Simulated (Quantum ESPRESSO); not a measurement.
## Te2Mo in Quantum ESPRESSO: the effect of magnetic state

Te2Mo:

```
Mo Te
1.0
     4.02013    0.00000    0.00000
    -2.01007    3.48154    0.00000
     0.00000    0.00000    6.48531
Mo Te
1 2
Direct
  0.00000 0.00000 0.00000
  0.33333 0.66667 0.25200
  0.66667 0.33333 0.74800
```

Measurements of this composition are mostly on another form, of space group No. 31.

Alike in all runs:

* Program: Quantum ESPRESSO 7.5
* Task: single point
* Functional: LDA
* Potentials or basis: GBRV 1.5 LDA
* Cutoff: 612 eV
* Density cutoff: 4898 eV
* k mesh: 6 × 6 × 3
* Occupations: gaussian, width 0.05 eV
* Hubbard terms: Mo d U = 6 eV

```tsv
magnetic state	spin	starting moments	fixed moment	pressure (GPa)	largest force (eV/Å)
nm	no spin polarisation	-	-	-10.2	0.45
nm_spin	collinear spin, zero start	[0.0, 0.0, 0.0] μB	0 μB	-10.2	0.45
fm	collinear spin, ferromagnetic start	[2.0, 0.0, 0.0] μB	-	?	?
```

What does the run with magnetic state fm give?

Pressure -2.3 GPa; largest force 0.07 eV/Å.

Caveats: the U is typed as a test and isn't derived for this compound; U without spin polarisation on a metal has little footing (some runs); the total moment is fixed, so each spin has its own Fermi level (some runs).
